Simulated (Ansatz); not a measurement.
Question: Write an Ansatz input for a full relaxation of cell and atoms of PbO with PBE (scalar-relativistic), a cutoff of 420 eV (density cutoff 4 times that), a Γ-centred 12×12×10 mesh and Gaussian smearing of 0.05 eV, without spin polarisation. Stop at forces under 0.01 eV/Å and stress under 0.04 GPa, or after 60 steps. Forces, stress and eigenvalues are wanted. The structure:
```
CELL_PARAMETERS angstrom
3.4261742452 0.0000000000 0.0000000000
-1.7130871226 2.9671539342 0.0000000000
0.0000000000 0.0000000000 3.3437763165
ATOMIC_POSITIONS crystal
Pb 0.0000000000 0.0000000000 0.0000000000
O 0.6666666667 0.3333333333 0.5000000000
```

Answer: 
```yaml
crystal:
  lattice:
    - [3.4261742452, 0.0, 0.0]
    - [-1.7130871226, 2.9671539342, 0.0]
    - [0.0, 0.0, 3.3437763165]
  atoms:
    - { symbol: Pb, position: [0.0, 0.0, 0.0] }
    - { symbol: O, position: [0.6666666667, 0.3333333333, 0.5] }
basis:
  ecutwfc: 420
  ecutrho_ratio: 4
kpoints:
  mp_grid: { grid: [12, 12, 10] }
hamiltonian:
  xc: pbe
scf:
  occupations: { method: gaussian, width: 0.05 }
output:
  forces: true
  stress: true
  eigenvalues: true
relax:
  f_tol: 0.01
  max_steps: 60
  cell: { stress_tol: 0.04 }
```

Launched as:
```sh
ansatz run input.yaml --threads 2 --pin off --max-ram 2662MiB --backend cpu --events-out ev --progress --plain --runs-dir out
```

Run as written, it has 20 valence electrons, 689 plane waves at Γ (in the final cell), 12 symmetry operations and 114 irreducible k-points; it took 50 SCF iterations in all. Cost: 23 s on 2 threads of Arm Neoverse V2, with other jobs on the host, peak memory 0.37 GiB.

The start was a prototype's sites filled with these elements. The Crystallography Open Database lists the compound in space groups Pbcm, P4/nmm, so this is a trial structure.
